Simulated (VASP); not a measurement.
# N (P6_3/mmc) in VASP: a series of runs

One crystal, N, is run at these levels: PBE+D3(BJ); tasks: single point, relaxation of shape and atoms at fixed volume.

All numbers are computed with VASP 6.6.1; they aren't measurements. Logs are shortened: lines on timing, memory, paths and dates and some standing lists are left out, and cuts for length are marked.

**1. The structure**

The structure is hexagonal, space group P6_3/mmc (No. 194). The conventional cell has a = 2.519 Å, b = 2.519 Å, c = 2.446 Å, α = 90.00°, β = 90.00°, γ = 120.00°. N (site symmetry -6m2) has 6 N at 1.90 Å as nearest neighbours.

The real solid is made of molecules; this cell is a model form.

**2. Single point, PBE+D3(BJ)**

INCAR reads:

```
SYSTEM = N
PREC = Accurate
ENCUT = 520
EDIFF = 1E-7
ISMEAR = 0
SIGMA = 0.1
LREAL = .FALSE.
LASPH = .TRUE.
NELM = 100
ALGO = Normal
ISIF = 2
LWAVE = .FALSE.
LCHARG = .FALSE.
GGA = PE
IVDW = 12
NBANDS = 12
```

KPOINTS reads:

```
regular mesh
0
G
  9 9 8
  0 0 0
```

POSCAR reads:

```
N
1.0
    2.5194737886      0.0000000000      0.0000000000
   -1.2597368943      2.1819283051      0.0000000000
    0.0000000000      0.0000000000      2.4460020000
N
2
Direct
    0.6666666700      0.3333333300      0.2500000000
    0.3333333300      0.6666666700      0.7500000000
```

Potentials or basis: VASP PAW PBE potentials, release 64 (N).

The run is started by

```console
> cat potpaw_PBE.64/N/POTCAR > POTCAR
> mpirun -np 1 vasp_std > vasp.out
```

OUTCAR:

```text
SYSTEM = N
   PREC = Accurate
   ENCUT = 520
   EDIFF = 1E-7
   ISMEAR = 0
   LREAL = .FALSE.
   LASPH = .TRUE.
   NELM = 100
   ISIF = 2
   GGA = PE
   IVDW = 12
 IVDW          = 12

 ion  position               nearest neighbor table
   1  0.667  0.333  0.250-
   2  0.333  0.667  0.750-

  LATTYP: Found a hexagonal cell.
 ALAT       =     2.5194737886
 C/A-ratio  =     0.9708384390

  Lattice vectors:

 A1 = (   2.5194737886,   0.0000000000,   0.0000000000)
 A2 = (  -1.2597368943,   2.1819283051,   0.0000000000)
 A3 = (   0.0000000000,   0.0000000000,   2.4460020000)

Analysis of symmetry for initial positions (statically):
=====================================================================
 Subroutine PRICEL returns:
 Original cell was already a primitive cell.

 Routine SETGRP: Setting up the symmetry group for a
 hexagonal supercell.

 Subroutine GETGRP returns: Found 24 space group operations
 (whereof 12 operations were pure point group operations)
 out of a pool of 24 trial point group operations.

The static configuration has the point symmetry D_3d.
 The point group associated with its full space group is D_6h.

Analysis of symmetry for dynamics (positions and initial velocities):
=====================================================================
 Subroutine PRICEL returns:
 Original cell was already a primitive cell.

 Routine SETGRP: Setting up the symmetry group for a
 hexagonal supercell.

 Subroutine GETGRP returns: Found 24 space group operations
 (whereof 12 operations were pure point group operations)
 out of a pool of 24 trial point group operations.

The dynamic configuration has the point symmetry D_3d.
 The point group associated with its full space group is D_6h.

 Subroutine INISYM returns: Found 24 space group operations
 (whereof 12 operations are pure point group operations),
 and found     1 'primitive' translations

----------------------------------------------------------------------------------------

                                     Primitive cell

  volume of cell :      13.4464

  direct lattice vectors                    reciprocal lattice vectors
     2.519473789  0.000000000  0.000000000     0.396908277  0.229155100  0.000000000
    -1.259736894  2.181928305  0.000000000     0.000000000  0.458310201  0.000000000
     0.000000000  0.000000000  2.446002000     0.000000000  0.000000000  0.408830410

  length of vectors
[... 91 lines left out ...]
   TEBEG  =    0.0;   TEEND  =   0.0 temperature during run
   PSTRESS=    0.0 pullay stress
   NELECT =      10.0000    total number of electrons
   NUPDOWN=      -1.0000    fix difference up-down
   EMIN   =  10.00;   EMAX   =-10.00  energy-range for DOS
   EFERMI =   0.00;   METHOD = LEGACY
   ISMEAR =     0;   SIGMA  =   0.10  broadening in eV -4-tet -1-fermi 0-gaus
   EFERMI_NEDOS =   21; number of points for ismear=-14 and -15
   IALGO  =     38    algorithm
   IMIX   =      4    mixing-type and parameters
     AMIX     =   0.40;   BMIX     =  1.00
     AMIX_MAG =   1.60;   BMIX_MAG =  1.00
  volume/ion in A,a.u.               =       6.72        45.37
  Fermi-wavevector in a.u.,A,eV,Ry     =   1.483221  2.802881 29.932052  2.199944
  Thomas-Fermi vector in A             =   2.596909
   LORBIT       =      0    0 simple, 1 ext, 2 COOP (PROOUT), +10 PAW based schemes
   GGA     = PE    functional components
   LHFCALC =     F    Hartree Fock is set to
   AEXX    =    0.0000 exact exchange contribution
   IVDW    =    12    specifies the selected vdW correction
   LEPSILON=     F    determine dielectric tensor
   LRPA    =     F    only Hartree local field effects (RPA)
 non-spin polarized calculation
 Gauss-broadening in eV      SIGMA  =   0.10
  energy-cutoff  :      520.00
  volume of cell :       13.45
 maximum number of plane-waves:       381
 NGX is ok and might be reduce to    20
   NGX =  9   NGY =  9   NGZ =  9

 number of electron      10.0000001 magnetization

 Free energy of the ion-electron system (eV)
  ---------------------------------------------------
  ext. energy  EPLUGINS =         0.00000000
  ---------------------------------------------------
  free energy    TOTEN  =        -9.41158097 eV

  energy without entropy =       -9.40730650  energy(sigma->0) =       -9.40944373

 E-fermi :   7.0199     XC(G=0): -13.0398

 val. band max:        7.0077120561   @ k =   0.2222   0.0000   0.5000
 cond. band min:       7.1356463429   @ k =   0.3333   0.3333   0.0000
 fundamental gap:      0.1279342868
 Fermi energy:         7.0198801496

 k-point     1 :       0.0000    0.0000    0.0000
  band No.  band energies     occupation
      1     -15.0240      2.00000
      2       1.2786      2.00000
      3       2.2446      2.00000
      4       4.6751      2.00000
      5       4.6751      2.00000
      6       9.8513      0.00000
      7       9.8513      0.00000
      8      13.1728      0.00000
      9      21.6471      0.00000
     10      25.1641      0.00000
     11      32.4381      0.00000
     12      32.4381      0.00000
[... 331 lines left out ...]
 k-point    24 :       0.3333    0.3333    0.1250
  band No.  band energies     occupation
      1      -8.2037      2.00000
      2      -8.2037      2.00000
      3      -1.5002      2.00000
      4       5.0412      2.00000
      5       5.0412      2.00000
      6      10.3250      0.00000
      7      10.3250      0.00000
      8      10.5960      0.00000
      9      24.1609      0.00000
     10      30.2384      0.00000
     11      31.1403      0.00000
     12      31.1403      0.00000

 [... further k-points ...]

------------------------ aborting loop because EDIFF is reached ----------------------------------------

 Edisp (eV)   -0.29831

 E8    (eV) :    -0.0750

  FORCE on cell =-STRESS in cart. coord.  units (eV):
  Direction    XX          YY          ZZ          XY          YZ          ZX
  --------------------------------------------------------------------------------------
  -------------------------------------------------------------------------------------
  Total       0.80163     0.80163    -0.10415    -0.00000    -0.00000     0.00000
  in kB      95.51658    95.51658   -12.41003    -0.00000    -0.00000     0.00000
  external pressure =       59.54 kB  Pullay stress =        0.00 kB

 VOLUME and BASIS-vectors are now :
 -----------------------------------------------------------------------------
  energy-cutoff  :      520.00
  volume of cell :       13.45
      direct lattice vectors                 reciprocal lattice vectors
     2.519473789  0.000000000  0.000000000     0.396908277  0.229155100  0.000000000
    -1.259736894  2.181928305  0.000000000     0.000000000  0.458310201  0.000000000
     0.000000000  0.000000000  2.446002000     0.000000000  0.000000000  0.408830410

 POSITION                                       TOTAL-FORCE (eV/Angst)
 -----------------------------------------------------------------------------------
      1.25974      0.72731      0.61150         0.000000      0.000000      0.000000
     -0.00000      1.45462      1.83450        -0.000000     -0.000000      0.000000
 -----------------------------------------------------------------------------------
    total drift:                               -0.000002      0.000001      0.000000

  FREE ENERGIE OF THE ION-ELECTRON SYSTEM (eV)
  ---------------------------------------------------
  free  energy   TOTEN  =        -9.7098877368 eV

  energy  without entropy=       -9.7056132642  energy(sigma->0) =       -9.70775050
```

OSZICAR:

```text
N       E                     dE             d eps       ncg     rms          rms(c)
DAV:   1     0.257276277038E+02    0.25728E+02   -0.60662E+03  1488   0.824E+02
DAV:   2    -0.854190948468E+01   -0.34270E+02   -0.32735E+02  1800   0.180E+02
DAV:   3    -0.939907019166E+01   -0.85716E+00   -0.85329E+00  1764   0.242E+01
DAV:   4    -0.940062666272E+01   -0.15565E-02   -0.15564E-02  1584   0.116E+00
DAV:   5    -0.940062827472E+01   -0.16120E-05   -0.16115E-05  1780   0.378E-02    0.219E+00
DAV:   6    -0.940601330478E+01   -0.53850E-02   -0.23685E-03  1612   0.435E-01    0.133E+00
DAV:   7    -0.941150119788E+01   -0.54879E-02   -0.55916E-03  1604   0.681E-01    0.609E-02
DAV:   8    -0.941157305155E+01   -0.71854E-04   -0.62557E-05  1648   0.757E-02    0.281E-02
DAV:   9    -0.941158096320E+01   -0.79116E-05   -0.74368E-06  1580   0.264E-02    0.520E-03
DAV:  10    -0.941158095124E+01    0.11953E-07   -0.14567E-06  1748   0.107E-02    0.696E-04
DAV:  11    -0.941158096896E+01   -0.17715E-07   -0.15291E-08   936   0.130E-03
   1 F= -.97098877E+01 E0= -.97077505E+01  d E =-.427447E-02
```

stdout:

```text
POSCAR found type information on POSCAR N
 POSCAR found :  1 types and       2 ions
 scaLAPACK will be used
 LDA part: xc-table for (Slater+PW92), standard interpolation
 POSCAR, INCAR and KPOINTS ok, starting setup
 FFT: planning ... GRIDC
 FFT: planning ... GRID_SOFT
 FFT: planning ... GRID
 WAVECAR not read
 entering main loop
```

Wall time 5.6 s (1 thread of Intel Xeon Platinum 8488C (Sapphire Rapids), shared host); peak memory 0.13 GiB.

Results:

| Quantity | Value |
| --- | --- |
| Free energy | -9.7099 eV |
| Pressure | 6.0 GPa |
| Band gap on the k mesh | none (metal or under the smearing width) |
| Dispersion energy per atom | -0.149 eV |

Caveat: pairwise dispersion overbinds metals, which lowers pressure and volume.

**3. Single point, PBE+D3(BJ)**

This run uses another cell than the first one, of 7.36 Å³/atom, 1.094 times its volume.

INCAR reads:

```
PREC = Accurate
ENCUT = 520
EDIFF = 1E-7
ISMEAR = 0
SIGMA = 0.1
LREAL = False
LASPH = True
NELM = 100
ALGO = Normal
ISIF = 2
LWAVE = False
LCHARG = False
GGA = PE
IVDW = 12
NBANDS = 12
```

KPOINTS reads:

```
regular mesh
0
Gamma
  18 18 16
```

POSCAR reads:

```
N
1.0
    2.6141524254      0.0000000000      0.0000000000
   -1.3070762127      2.2639224097      0.0000000000
    0.0000000000      0.0000000000      2.4858947498
N
2
Direct
    0.6666666667      0.3333333333      0.2500000000
    0.3333333333      0.6666666667      0.7500000000
```

Potentials or basis: VASP PAW PBE potentials, release 64 (N).

The run is started by

```console
> cat potpaw_PBE.64/N/POTCAR > POTCAR
> mpirun -np 1 vasp_std > vasp.out
```

Run time: 29 s. Hardware: 1 thread of Intel Xeon Platinum 8488C (Sapphire Rapids), shared host; peak memory 0.16 GiB.

It converged, with:

```
Free energy                : -9.7495 eV
Pressure                   : -0.1 GPa
Band gap on the k mesh     : none (metal or under the smearing width)
Dispersion energy per atom : -0.160 eV
```

Stress tensor (GPa, compression positive):
```
-0.13  0.00  0.00
 0.00 -0.13  0.00
 0.00  0.00 -0.01
```

Levels at points of the mesh, in eV from the Fermi level:
```tsv
k point	band 2	band 3	band 4	band 5	band 6	band 7	band 8	band 9
(0.00, 0.00, 0.00)	-6.36	-4.01	-2.28	-2.28	2.58	2.58	5.55	14.64
(0.50, 0.00, 0.00)	-13.85	-4.62	-2.40	-1.11	1.74	2.57	4.68	13.63
(0.00, 0.00, 0.50)	-16.14	0.49	0.49	0.49	0.49	1.42	1.42	20.67
(0.50, 0.00, 0.50)	-12.97	-7.76	-7.76	-0.66	-0.66	3.69	3.69	18.54
```

Caveat: pairwise dispersion overbinds metals, which lowers pressure and volume.

**4. Single point, PBE+D3(BJ)**

This run uses another cell than the first one, of 6.69 Å³/atom, 0.996 times its volume.

INCAR reads:

```
SYSTEM = N
ALGO     = Fast           ! electronic algorithm
EDIFF    = 1E-7           ! SCF threshold, eV
ENCUT    = 520            ! plane-wave cutoff, eV
GGA      = PE             ! functional
ISIF     = 2              ! what is computed and relaxed
ISMEAR   = 0              ! smearing method
IVDW     = 12             ! dispersion correction
LASPH    = .True.         ! aspherical terms in the spheres
LCHARG   = .False.        ! write CHGCAR
LREAL    = .False.        ! projectors in reciprocal space
LWAVE    = .False.        ! write WAVECAR
NBANDS   = 12             ! bands
NELM     = 60             ! most SCF steps
PREC     = Accurate       ! precision mode
SIGMA    = 0.1            ! smearing width, eV
```

KPOINTS reads:

```
k-points
0
Gamma
  18 18 16
  0 0 0
```

POSCAR reads:

```
N
1.0
    2.5286509544      0.0000000000      0.0000000000
   -1.2643254772      2.1898759638      0.0000000000
    0.0000000000      0.0000000000      2.4177320783
N
2
Direct
    0.6666666667      0.3333333333      0.2500000000
    0.3333333333      0.6666666667      0.7500000000
```

The run is started by

```console
> cat potpaw_PBE.64/N/POTCAR > POTCAR
> mpirun -np 1 vasp_std > vasp.out
```

It took 26 s on 1 thread of Intel Xeon Platinum 8488C (Sapphire Rapids), shared host; peak memory 0.16 GiB.

It converged, with:

```
Free energy                : -9.7110 eV
Pressure                   : 8.5 GPa
Band gap on the k mesh     : none (metal or under the smearing width)
Dispersion energy per atom : -0.150 eV
```

Stress tensor (GPa, compression positive):
```
8.35 0.00 0.00
0.00 8.35 0.00
0.00 0.00 8.66
```

Levels at points of the mesh, in eV from the Fermi level:
| k point | band 1 | band 2 | band 3 | band 4 | band 5 | band 6 | band 7 | band 8 | band 9 | band 10 |
| --- | --- | --- | --- | --- | --- | --- | --- | --- | --- | --- |
| (0.00, 0.00, 0.00) | -22.18 | -5.66 | -4.62 | -2.56 | -2.56 | 2.74 | 2.74 | 6.13 | 14.60 | 17.91 |
| (0.50, 0.00, 0.00) | -17.61 | -14.63 | -5.19 | -2.25 | -1.39 | 1.79 | 2.88 | 5.13 | 13.69 | 23.99 |
| (0.00, 0.00, 0.50) | -17.12 | -17.12 | 0.48 | 0.48 | 0.48 | 0.48 | 1.95 | 1.95 | 21.71 | 21.71 |
| (0.50, 0.00, 0.50) | -13.36 | -13.36 | -8.67 | -8.67 | -0.86 | -0.86 | 3.98 | 3.98 | 19.32 | 19.32 |

Caveat: pairwise dispersion overbinds metals, which lowers pressure and volume.

**5. Relaxation of shape and atoms at fixed volume, PBE+D3(BJ)**

This run uses another cell than the first one, of 6.69 Å³/atom, 0.996 times its volume.

INCAR reads:

```
  ALGO = Normal
  EDIFF = 1E-6
  EDIFFG = -0.01
  ENCUT = 600
  GGA = PE
  IBRION = 2
  ISIF = 4
  ISMEAR = 0
  IVDW = 12
  LASPH = True
  LCHARG = False
  LREAL = False
  LWAVE = False
  NELM = 80
  NSW = 50
  PREC = Accurate
  SIGMA = 0.1
```

KPOINTS reads:

```
k-points
0
Gamma
  18 18 16
```

POSCAR reads:

```
N
1.0
    2.5307860446      0.0000000000      0.0000000000
   -1.2653930223      2.1917250062      0.0000000000
    0.0000000000      0.0000000000      2.4136543739
N
2
Direct
    0.6666666667      0.3333333333      0.2500000000
    0.3333333333      0.6666666667      0.7500000000
```

The run is started by

```console
> cat potpaw_PBE.64/N/POTCAR > POTCAR
> mpirun -np 1 vasp_std > vasp.out
```

Wall time 36 s (1 thread of Intel Xeon Platinum 8488C (Sapphire Rapids), shared host); peak memory 0.16 GiB.

Results (log left out):

```yaml
Free_energy: -9.7163 eV
Energy_gained_by_relaxing: 0.1 meV/atom
Ionic_steps: 3
Pressure_after_relaxing: 7.8 GPa
Band_gap_on_the_k_mesh: none (metal or under the smearing width)
Dispersion_energy_per_atom: -0.150 eV
```

The path:
```
step  energy change (eV)  largest force (eV/Å)  pressure (GPa)  volume (Å³)
   1              0.0000                0.0000            7.99        13.39
   2             -0.0001                0.0000            7.78        13.39
   3             -0.0002                0.0000            7.82        13.39
```

Final structure:
```
CELL_PARAMETERS angstrom
2.52840 0.00000 0.00000
-1.26420 2.18966 0.00000
0.00000 0.00000 2.41821
ATOMIC_POSITIONS crystal
N 0.66667 0.33333 0.25000
N 0.33333 0.66667 0.75000
```

Levels at points of the mesh, in eV from the Fermi level:
```csv
k point,band 3,band 4,band 5,band 6,band 7,band 8
"(0.00, 0.00, 0.00)",-4.62,-2.56,-2.56,2.75,2.75,6.14
"(0.50, 0.00, 0.00)",-5.18,-2.25,-1.40,1.79,2.88,5.13
"(0.00, 0.00, 0.50)",0.48,0.48,0.48,0.48,1.95,1.95
"(0.50, 0.00, 0.50)",-8.67,-8.67,-0.86,-0.86,3.98,3.98
```

Caveat: pairwise dispersion overbinds metals, which lowers pressure and volume.

**6. The runs side by side**

```csv
task,cell,k mesh,cutoff (eV),gap on the mesh (eV),pressure (GPa)
single point,"P6_3/mmc, 6.72 Å³/atom",9 × 9 × 8,520,none,6.0
single point,"P6_3/mmc, 7.36 Å³/atom",18 × 18 × 16,520,none,-0.1
single point,"P6_3/mmc, 6.69 Å³/atom",18 × 18 × 16,520,none,8.5
relaxation of shape and atoms at fixed volume,relaxed at fixed volume,18 × 18 × 16,600,none,7.8
```

Alike in all rows: level PBE+D3(BJ); potentials or basis VASP PAW PBE potentials, release 64 (N); no spin polarisation; smearing gaussian 0.1 eV.

Every run on the cell as given and a fine mesh finds a metal.

Caveats: pairwise dispersion overbinds metals, which lowers pressure and volume.

Total energies depend on the potentials used, so only differences within one code and one set of settings carry meaning.
